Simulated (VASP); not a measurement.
# SnTe (Fm-3m) in VASP: a series of runs, part 2 of 3

VASP 6.6.1.

## Step 3: Relaxation of cell and atoms, PBE

This run uses another cell than the first one, of 31.28 Å³/atom.

Input file INCAR:

```
PREC = Accurate ; ENCUT = 600
EDIFF = 1E-6 ; ISMEAR = -1
SIGMA = 0.02 ; LREAL = False
LASPH = True ; NELM = 100
ALGO = Normal ; ISIF = 3
LWAVE = False ; LCHARG = False
GGA = PE ; IBRION = 2
NSW = 80 ; EDIFFG = -0.005
```

Input file KPOINTS:

```
Automatic mesh
0
Gamma
  6 6 6
```

Input file POSCAR:

```
SnTe
1.0
    0.0000000000      3.1508500000      3.1508500000
    3.1508500000      0.0000000000      3.1508500000
    3.1508500000      3.1508500000      0.0000000000
Sn Te
1 1
Direct
    0.0000000000      0.0000000000      0.0000000000
    0.5000000000      0.5000000000      0.5000000000
```

Potentials or basis: VASP PAW PBE potentials, release 64 (Sn_d, Te).

Started as:

```console
> cat potpaw_PBE.64/Sn_d/POTCAR potpaw_PBE.64/Te/POTCAR > POTCAR
> mpirun -np 1 vasp_std > vasp.out
```

Wall time 65 s (1 thread of Intel Xeon 8259CL, shared host); peak memory 0.22 GiB.

Results (log left out):

| Quantity | Value |
| --- | --- |
| Free energy | -7.5646 eV |
| Relaxed volume | 32.96 Å³/atom |
| Relaxed cell | a = 4.534 Å, b = 4.534 Å, c = 4.534 Å, α = 60.00°, β = 60.00°, γ = 60.00° |
| Space group after relaxing (to 0.1 Å) | Fm-3m (No. 225) |
| Energy gained by relaxing | 11.0 meV/atom |
| Ionic steps | 3 |
| Pressure after relaxing | 0.0 GPa |
| Band gap on the k mesh | 0.05 eV |

Step by step:
```
step  energy change (eV)  largest force (eV/Å)  pressure (GPa)  volume (Å³)
   1              0.0000                0.0000            2.20        62.56
   2             -0.0213                0.0000           -0.32        66.53
   3             -0.0220                0.0000           -0.01        65.92
```

Final structure:
```
CELL_PARAMETERS angstrom
0.00000 3.20630 3.20630
3.20630 0.00000 3.20630
3.20630 3.20630 0.00000
ATOMIC_POSITIONS crystal
Sn 0.00000 0.00000 0.00000
Te 0.50000 0.50000 0.50000
```

Levels at points of the mesh, in eV from the valence-band top:
```
           k point  band 8  band 9  band 10  band 11  band 12  band 13
(0.00, 0.00, 0.00)   -1.99   -1.99    -1.99     3.25     3.25     3.25
(0.50, 0.00, 0.00)   -1.67   -1.67     0.00     0.05     0.45     0.45
(0.50, 0.50, 0.00)   -5.20   -3.48    -3.48     2.39     4.68     4.68
```

Caveat: semilocal functionals underestimate gaps, and a narrow one can read as zero; spin-orbit coupling is left out, which moves the levels of the heavy elements.

## Step 4: Relaxation of cell and atoms, PBEsol

This run uses another cell than the first one, of 32.99 Å³/atom.

Input file INCAR:

```
ALGO = Normal
EDIFF = 1E-6
EDIFFG = -0.005
ENCUT = 600
GGA = PS
IBRION = 2
ISIF = 3
ISMEAR = -1
LASPH = True
LCHARG = False
LREAL = False
LWAVE = False
NELM = 80
NSW = 80
PREC = Accurate
SIGMA = 0.02
```

Input file KPOINTS:

```
k-points
0
Gamma
  6 6 6
```

Input file POSCAR:

```
SnTe
1.0
    0.0000000000      3.2071857299      3.2071857299
    3.2071857299      0.0000000000      3.2071857299
    3.2071857299      3.2071857299      0.0000000000
Sn Te
1 1
Direct
    0.0000000000      0.0000000000      0.0000000000
    0.5000000000      0.5000000000      0.5000000000
```

Started as:

```console
> cat potpaw_PBE.64/Sn_d/POTCAR potpaw_PBE.64/Te/POTCAR > POTCAR
> mpirun -np 1 vasp_std > vasp.out
```

Run time: 71 s. Hardware: 1 thread of Intel Xeon 8259CL, shared host; peak memory 0.22 GiB.

It converged, with:

```yaml
Free_energy: -8.3415 eV
Relaxed_volume: 31.06 Å³/atom
Relaxed_cell: a = 4.445 Å, b = 4.445 Å, c = 4.445 Å, α = 60.00°, β = 60.00°, γ = 60.00°
Space_group_after_relaxing_to_0.1_Å: Fm-3m (No. 225)
Energy_gained_by_relaxing: 15.7 meV/atom
Ionic_steps: 3
Pressure_after_relaxing: 0.0 GPa
Band_gap_on_the_k_mesh: 0.16 eV
```

The path:
```
step  energy change (eV)  largest force (eV/Å)  pressure (GPa)  volume (Å³)
   1              0.0000                0.0000           -2.45        65.98
   2             -0.0296                0.0000            0.68        61.28
   3             -0.0315                0.0000            0.02        62.12
```

Final structure:
```
Sn Te
1.0
     0.00000    3.14336    3.14336
     3.14336    0.00000    3.14336
     3.14336    3.14336    0.00000
Sn Te
1 1
Direct
  0.00000 0.00000 0.00000
  0.50000 0.50000 0.50000
```

Levels at points of the mesh, in eV from the valence-band top:
| k point | band 7 | band 8 | band 9 | band 10 | band 11 | band 12 | band 13 | band 14 |
| --- | --- | --- | --- | --- | --- | --- | --- | --- |
| (0.00, 0.00, 0.00) | -4.63 | -2.09 | -2.09 | -2.09 | 3.40 | 3.40 | 3.40 | 4.76 |
| (0.50, 0.00, 0.00) | -8.34 | -1.75 | -1.75 | 0.00 | 0.16 | 0.39 | 0.39 | 7.76 |
| (0.50, 0.50, 0.00) | -6.45 | -5.60 | -3.72 | -3.72 | 2.13 | 5.00 | 5.00 | 6.47 |

Caveat: semilocal functionals underestimate gaps, and a narrow one can read as zero; the PAW data sets were made with another functional, which shifts forces and pressure a little; spin-orbit coupling is left out, which moves the levels of the heavy elements. A k mesh can miss the band edges.

## Step 5: Relaxation of cell and atoms, LDA

This run uses another cell than the first one, of 32.99 Å³/atom.

Input file INCAR:

```
SYSTEM = SnTe
  ALGO = Normal
  EDIFF = 1E-6
  EDIFFG = -0.005
  ENCUT = 600
  IBRION = 2
  ISIF = 3
  ISMEAR = -1
  LASPH = .True.
  LCHARG = .False.
  LREAL = .False.
  LWAVE = .False.
  NELM = 80
  NSW = 80
  PREC = Accurate
  SIGMA = 0.02
```

Input file KPOINTS:

```
k-points
0
Gamma
  6 6 6
  0 0 0
```

POSCAR is that of step 4.

Potentials or basis: VASP PAW LDA potentials, release 64 (Sn_d, Te).

Started as:

```console
> cat potpaw_LDA.64/Sn_d/POTCAR potpaw_LDA.64/Te/POTCAR > POTCAR
> mpirun -np 1 vasp_std > vasp.out
```

Wall time 61 s (1 thread of Intel Xeon 8259CL, shared host); peak memory 0.19 GiB.

The run converged. Its results:

```yaml
Free_energy: -8.8345 eV
Relaxed_volume: 30.34 Å³/atom
Relaxed_cell: a = 4.411 Å, b = 4.411 Å, c = 4.411 Å, α = 60.00°, β = 60.00°, γ = 60.00°
Space_group_after_relaxing_to_0.1_Å: Fm-3m (No. 225)
Energy_gained_by_relaxing: 31.5 meV/atom
Ionic_steps: 3
Pressure_after_relaxing: 0.0 GPa
Band_gap_on_the_k_mesh: 0.21 eV
```

The path:
```tsv
step	energy change (eV)	largest force (eV/Å)	pressure (GPa)	volume (Å³)
1	0.0000	0.0000	-3.48	65.98
2	-0.0581	0.0000	1.22	59.37
3	-0.0630	0.0000	0.01	60.68
```

Final structure:
```yaml
crystal:
  lattice:
    - [0.00000, 3.11889, 3.11889]
    - [3.11889, 0.00000, 3.11889]
    - [3.11889, 3.11889, 0.00000]
  atoms:
    - { symbol: Sn, position: [0.00000, 0.00000, 0.00000] }
    - { symbol: Te, position: [0.50000, 0.50000, 0.50000] }
```

Levels at points of the mesh, in eV from the valence-band top:
```csv
k point,band 6,band 7,band 8,band 9,band 10,band 11,band 12,band 13,band 14
"(0.00, 0.00, 0.00)",-12.98,-4.60,-2.14,-2.14,-2.14,3.42,3.42,3.42,4.79
"(0.50, 0.00, 0.00)",-11.62,-8.48,-1.77,-1.77,0.00,0.21,0.36,0.36,7.88
"(0.50, 0.50, 0.00)",-11.29,-6.51,-5.72,-3.81,-3.81,2.13,5.07,5.07,6.60
```

Caveat: semilocal functionals underestimate gaps, and a narrow one can read as zero; spin-orbit coupling is left out, which moves the levels of the heavy elements.

[end of part 2 of 3]
